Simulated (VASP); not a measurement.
# C in VASP: further runs

Runs on C. Level: PBE+D3(BJ). Tasks: single point.

All numbers are computed with VASP 6.6.1; they aren't measurements. Logs are shortened: lines on timing, memory, paths and dates and some standing lists are left out, and cuts for length are marked.

## Step 1: The slab as given

The cell holds a slab with vacuum, 2 atoms: a = 2.466 Å, b = 2.466 Å, c = 28.000 Å, α = 90.00°, β = 90.00°, γ = 120.00°.

The cell was built by a generator and needn't be a form met in nature.

## Step 2: Single point, PBE+D3(BJ) (the lower layer alone in the bilayer's cell)

INCAR reads:

```
PREC = Accurate
ENCUT = 520
EDIFF = 1E-6
ISMEAR = 0
SIGMA = 0.1
LREAL = F
LASPH = T
NELM = 100
ALGO = Normal
ISIF = 2
LWAVE = F
LCHARG = F
LDIPOL = T
IDIPOL = 3
DIPOL = 0.5 0.5 0.257
GGA = PE
IVDW = 12
NBANDS = 11
```

KPOINTS reads:

```
regular mesh
0
Gamma
  15 15 1
```

POSCAR reads:

```
C
1.0
    2.4657189589      0.0000000000      0.0000000000
   -1.2328594795      2.1353752570      0.0000000000
    0.0000000000      0.0000000000     17.5000000000
C
2
Direct
    0.3333333333      0.6666666667      0.2571428571
    0.6666666667      0.3333333333      0.2571428571
```

Potentials or basis: VASP PAW PBE potentials, release 64 (C).

On the command line:

```sh
$ cat potpaw_PBE.64/C/POTCAR > POTCAR
$ mpirun -np 1 vasp_std > vasp.out
```

OUTCAR:

```text
PREC = Accurate
   ENCUT = 520
   EDIFF = 1E-6
   ISMEAR = 0
   LREAL = F
   LASPH = T
   NELM = 100
   ISIF = 2
   GGA = PE
   IVDW = 12
 IVDW          = 12

 ion  position               nearest neighbor table
   1  0.333  0.667  0.257-   2 1.42   2 1.42   2 1.42
   2  0.667  0.333  0.257-   1 1.42   1 1.42   1 1.42

  LATTYP: Found a hexagonal cell.
 ALAT       =     2.4657189589
 C/A-ratio  =     7.0973214270

  Lattice vectors:

 A1 = (   2.4657189589,   0.0000000000,   0.0000000000)
 A2 = (  -1.2328594795,   2.1353752570,   0.0000000000)
 A3 = (   0.0000000000,   0.0000000000,  17.5000000000)

Analysis of symmetry for initial positions (statically):
=====================================================================
 Subroutine PRICEL returns:
 Original cell was already a primitive cell.

 Routine SETGRP: Setting up the symmetry group for a
 hexagonal supercell.

 Subroutine GETGRP returns: Found 24 space group operations
 (whereof 12 operations were pure point group operations)
 out of a pool of 24 trial point group operations.

The static configuration has the point symmetry C_6v.
 The point group associated with its full space group is D_6h.

Analysis of symmetry for dynamics (positions and initial velocities):
=====================================================================
 Subroutine PRICEL returns:
 Original cell was already a primitive cell.

 Routine SETGRP: Setting up the symmetry group for a
 hexagonal supercell.

 Subroutine GETGRP returns: Found 24 space group operations
 (whereof 12 operations were pure point group operations)
 out of a pool of 24 trial point group operations.

The dynamic configuration has the point symmetry C_6v.
 The point group associated with its full space group is D_6h.

 Subroutine INISYM returns: Found 24 space group operations
 (whereof 12 operations are pure point group operations),
 and found     1 'primitive' translations

----------------------------------------------------------------------------------------

                                     Primitive cell

  volume of cell :      92.1416

  direct lattice vectors                    reciprocal lattice vectors
     2.465718959  0.000000000  0.000000000     0.405561224  0.234150882  0.000000000
    -1.232859480  2.135375257  0.000000000     0.000000000  0.468301764  0.000000000
     0.000000000  0.000000000 17.500000000     0.000000000  0.000000000  0.057142857

  length of vectors
     2.465718959  2.465718959 17.500000000     0.468301764  0.468301764  0.057142857
[... 97 lines left out ...]
   EFERMI_NEDOS =   21; number of points for ismear=-14 and -15
   IALGO  =     38    algorithm
   IMIX   =      4    mixing-type and parameters
     AMIX     =   0.40;   BMIX     =  1.00
     AMIX_MAG =   1.60;   BMIX_MAG =  1.00
  volume/ion in A,a.u.               =      46.07       310.90
  Fermi-wavevector in a.u.,A,eV,Ry     =   0.724914  1.369888  7.149857  0.525500
  Thomas-Fermi vector in A             =   1.815503
   LORBIT       =      0    0 simple, 1 ext, 2 COOP (PROOUT), +10 PAW based schemes
   GGA     = PE    functional components
   LHFCALC =     F    Hartree Fock is set to
   AEXX    =    0.0000 exact exchange contribution
   IVDW    =    12    specifies the selected vdW correction
   LEPSILON=     F    determine dielectric tensor
   LRPA    =     F    only Hartree local field effects (RPA)
 non-spin polarized calculation
 Gauss-broadening in eV      SIGMA  =   0.10
  energy-cutoff  :      520.00
  volume of cell :       92.14
 maximum number of plane-waves:      2521
   NGX =  9   NGY =  9   NGZ = 65

 dipolmoment           0.000000      0.000000      0.000268 electrons x Angstroem

 number of electron       7.9999999 magnetization

 dipolmoment           0.000000      0.000000     -0.000001 electrons x Angstroem

 Free energy of the ion-electron system (eV)
  ---------------------------------------------------
  ext. energy  EPLUGINS =         0.00000000
  ---------------------------------------------------
  free energy    TOTEN  =       -18.44896968 eV

  energy without entropy =      -18.44796667  energy(sigma->0) =      -18.44846818

 E-fermi :  -2.5270     XC(G=0):  -2.4658

 val. band max:       -2.5270340797   @ k =   0.3333   0.3333   0.0000
 cond. band min:      -2.5270340739   @ k =   0.3333   0.3333   0.0000
 fundamental gap:      0.0000000058
 Fermi energy:        -2.5270340770

 k-point     1 :       0.0000    0.0000    0.0000
  band No.  band energies     occupation
      1     -22.0522      2.00000
      2     -10.1464      2.00000
      3      -5.5730      2.00000
      4      -5.5730      2.00000
      5       0.7304      0.00000
      6       1.5605      0.00000
      7       1.9869      0.00000
      8       3.2758      0.00000
      9       3.8464      0.00000
     10       5.7806      0.00000
     11       5.7806      0.00000
[... 309 lines left out ...]
 k-point    24 :       0.4000    0.2000    0.0000
  band No.  band energies     occupation
      1     -16.2025      2.00000
      2     -15.2132      2.00000
      3     -11.3744      2.00000
      4      -4.0287      2.00000
      5      -1.2284      0.00000
      6       8.2830      0.00000
      7       8.7984      0.00000
      8       9.3759      0.00000
      9       9.6037      0.00000
     10      10.6303      0.00000
     11      11.1365      0.00000

 [... further k-points ...]

------------------------ aborting loop because EDIFF is reached ----------------------------------------

 vacuum level on the upper side and lower side of the slab       (xc-potential included)        -0.119        -0.119

 Edisp (eV)   -0.17730

 E8    (eV) :    -0.0555

  FORCE on cell =-STRESS in cart. coord.  units (eV):
  Direction    XX          YY          ZZ          XY          YZ          ZX
  --------------------------------------------------------------------------------------
  -------------------------------------------------------------------------------------
  Total       0.08029     0.08029    -0.01159    -0.00000    -0.00000     0.00000
  in kB       1.39616     1.39616    -0.20150    -0.00000    -0.00000     0.00000
  external pressure =        0.86 kB  Pullay stress =        0.00 kB

 VOLUME and BASIS-vectors are now :
 -----------------------------------------------------------------------------
  energy-cutoff  :      520.00
  volume of cell :       92.14
      direct lattice vectors                 reciprocal lattice vectors
     2.465718959  0.000000000  0.000000000     0.405561224  0.234150882  0.000000000
    -1.232859480  2.135375257  0.000000000     0.000000000  0.468301764  0.000000000
     0.000000000  0.000000000 17.500000000     0.000000000  0.000000000  0.057142857

 POSITION                                       TOTAL-FORCE (eV/Angst)
 -----------------------------------------------------------------------------------
     -0.00000      1.42358      4.50000        -0.000000     -0.000000     -0.000000
      1.23286      0.71179      4.50000         0.000000      0.000000      0.000000
 -----------------------------------------------------------------------------------
    total drift:                               -0.000000     -0.000000     -0.000014

  FREE ENERGIE OF THE ION-ELECTRON SYSTEM (eV)
  ---------------------------------------------------
  free  energy   TOTEN  =       -18.6262723334 eV

  energy  without entropy=      -18.6252693297  energy(sigma->0) =      -18.62577083

 vacuum level on the upper side and lower side of the slab         1.627         1.625
```

stdout:

```text
POSCAR found type information on POSCAR C
 POSCAR found :  1 types and       2 ions
 scaLAPACK will be used
 LDA part: xc-table for (Slater+PW92), standard interpolation
 POSCAR, INCAR and KPOINTS ok, starting setup
 FFT: planning ... GRIDC
 FFT: planning ... GRID_SOFT
 FFT: planning ... GRID
 WAVECAR not read
 entering main loop
```

Run time: 29 s. Hardware: 1 thread of Intel Xeon Platinum 8488C (Sapphire Rapids), shared host; peak memory 0.18 GiB.

Results:

- Free energy: -18.6263 eV
- Band gap on the k mesh: none (metal or under the smearing width)
- Dispersion energy per atom: -0.089 eV

Levels at points of the mesh, in eV from the Fermi level:
```csv
k point,band 2,band 3,band 4,band 5,band 6,band 7
"(0.00, 0.00, 0.00)",-7.62,-3.05,-3.05,3.26,4.09,4.51
```

## Step 3: Single point, PBE+D3(BJ)

INCAR reads:

```
SYSTEM = C
PREC = Accurate
ENCUT = 520
EDIFF = 1E-7
ISMEAR = 0
SIGMA = 0.1
LREAL = .FALSE.
LASPH = .TRUE.
NELM = 80
ALGO = Fast
ISIF = 2
LWAVE = .FALSE.
LCHARG = .FALSE.
LDIPOL = .TRUE.
IDIPOL = 3
DIPOL = 0.5 0.5 0.500
GGA = PE
IVDW = 12
NBANDS = 11
```

KPOINTS reads:

```
regular mesh
0
G
  9 9 1
  0 0 0
```

POSCAR reads:

```
C
1.0
    2.4660651705      0.0000000000      0.0000000000
   -1.2330325853      2.1356750851      0.0000000000
    0.0000000000      0.0000000000     28.0000000000
C
2
Direct
    0.3333333333      0.6666666667      0.5000000751
    0.6666666667      0.3333333333      0.4999999249
```

Potentials or basis: VASP PAW PBE potentials, release 64 (C).

On the command line:

```sh
$ cat potpaw_PBE.64/C/POTCAR > POTCAR
$ mpirun -np 1 vasp_std > vasp.out
```

It took 33 s on 1 thread of Intel Xeon Platinum 8488C (Sapphire Rapids), shared host; peak memory 0.23 GiB.

The run converged. Its results:

- Free energy: -18.6146 eV
- Band gap on the k mesh: none (metal or under the smearing width)
- Dispersion energy per atom: -0.089 eV

Levels at points of the mesh, in eV from the Fermi level:
```
           k point  band 1  band 2  band 3  band 4  band 5  band 6  band 7  band 8
(0.00, 0.00, 0.00)  -19.52   -7.62   -3.05   -3.05    3.26    4.04    4.29    4.68
```

[end of part 1 of 2]
